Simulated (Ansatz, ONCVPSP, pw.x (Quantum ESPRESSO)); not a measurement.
## What a changed setting does to a pw.x run (fcc O)

Potential: optimised norm-conserving Vanderbilt (ONCV), ONCVPSP 4.0.1.1 (patched build), PBE; core [He], reference 2s2 2p4; waves: 2s: rc 0.80 bohr, ncon 3, nbas 7, qcut 10.3 1/bohr, 2 projectors, debl 0.4 Ha; 2p: rc 1.60 bohr, ncon 4, nbas 8, qcut 10.6 1/bohr, 2 projectors, debl 0.4 Ha; local part: polynomial inside 0.60 bohr (lpopt 5, dvloc0 6 Ha); core correction: Teter function, fcfact 6.3, rcfact 1.6. In the s channel the program set the typed energies aside and used -0.881, 0.250 Ha.

The reference run (k-mesh 18³, cutoffs 120/480 Ry, Fermi–Dirac 0.01 Ry, mixing_beta 0.4, conv_thr 1e-9, no spin) gives 0.11 GPa at 8.041 Å³/atom, where all-electron LAPW gives 0.14 GPa. This run, with its own iteration cap, changes diagonalization to paro.

```
&control
  calculation='scf', prefix='x', pseudo_dir='./', outdir='./tmp', tstress=.true., disk_io='none'
/
&system
  ibrav=0, nat=1, ntyp=1, ecutwfc=120, ecutrho=480, nbnd=10,
  occupations='smearing', smearing='fd', degauss=0.01
/
&electrons
  conv_thr=1e-09, mixing_beta=0.4, electron_maxstep=50, diagonalization='paro'
/
ATOMIC_SPECIES
O 1.0 O.UPF
CELL_PARAMETERS angstrom
  0.00000000 1.59010824 1.59010824
  1.59010824 0.00000000 1.59010824
  1.59010824 1.59010824 0.00000000
ATOMIC_POSITIONS crystal
O 0.0000 0.0000 0.0000
K_POINTS automatic
18 18 18 0 0 0
```

```bash
pw.x < O.scf.in > O.scf.out
```

**Question.** How does the run end?

**Answer.** It converges in 5 iterations; the free energy moves by +0.0 meV/atom and the pressure by +0.01 GPa. The result is that of the reference run.

```
Message from routine setup:
     using ibrav=0 with symmetry is DISCOURAGED, use correct ibrav instead
     lattice parameter (alat)  =       4.2495  a.u.
     unit-cell volume          =      54.2634 (a.u.)^3
     number of electrons       =         6.00
     number of Kohn-Sham states=           10
     kinetic-energy cutoff     =     120.0000  Ry
     charge density cutoff     =     480.0000  Ry
     scf convergence threshold =      1.0E-09
     Exchange-correlation= PBE
     number of k points=   195  Fermi-Dirac smearing, width (Ry)=  0.0100
     iteration #  1     ecut=   120.00 Ry     beta= 0.40
     total energy              =     -33.76645311 Ry
     estimated scf accuracy    <       0.00021513 Ry
     iteration #  2     ecut=   120.00 Ry     beta= 0.40
     total energy              =     -33.76647261 Ry
     estimated scf accuracy    <       0.00002757 Ry
     iteration #  3     ecut=   120.00 Ry     beta= 0.40
     total energy              =     -33.76648086 Ry
     estimated scf accuracy    <       0.00000160 Ry
     iteration #  4     ecut=   120.00 Ry     beta= 0.40
     total energy              =     -33.76648122 Ry
     estimated scf accuracy    <          3.9E-09 Ry
     iteration #  5     ecut=   120.00 Ry     beta= 0.40
     the Fermi energy is     4.8192 ev
!    total energy              =     -33.76648123 Ry
     estimated scf accuracy    <          4.9E-10 Ry
     smearing contrib. (-TS)   =      -0.00557763 Ry
     The total energy is F=E-TS. E is the sum of the following terms:
     one-electron contribution =      -1.98668781 Ry
     hartree contribution      =       4.85617695 Ry
     xc contribution           =      -9.16579609 Ry
     ewald contribution        =     -27.46459665 Ry
     convergence has been achieved in   5 iterations
          total   stress  (Ry/bohr**3)                   (kbar)     P=        1.17
     Message from routine punch:
     Nothing written, as per user request (disk_io='none')
```

The run took about 17 s on one core of a shared host (Intel(R) Xeon(R) 6975P-C, 192 threads, 1512 GiB, load 44).
